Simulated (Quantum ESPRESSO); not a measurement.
The system is MgS (Niningerite).

```xyz
2
Lattice="0.0000 2.6016 2.6016 2.6016 0.0000 2.6016 2.6016 2.6016 0.0000" Properties=species:S:1:pos:R:3 pbc="T T T"
S     2.6016    2.6016    2.6016
Mg    0.0000    0.0000    0.0000
```

Base run:

```yaml
Program: Quantum ESPRESSO 7.5
Functional: LDA
Potentials_or_basis: SG15 PBE 1.2
Cutoff: 952 eV
Density_cutoff: 3810 eV
k_mesh: 9 × 9 × 9
Occupations: fermi-dirac, width 0.05 eV
Spin: no spin polarisation
```

Its results: band gap on the k mesh 2.59 eV, indirect (least direct gap 3.43 eV); pressure -3.0 GPa.

Q: The run is repeated on the same cell with these changes: functional from LDA to PBE. What comes out?

A: Band gap on the k mesh 2.93 eV, indirect (least direct gap 3.70 eV); pressure 0.9 GPa.

PBE binds less tightly than LDA, so the same cell stands under more pressure.

Caveats: the mesh misses the band edges, which the band path finds closer together; the potentials were made for another functional, which shifts forces and pressure (some runs).
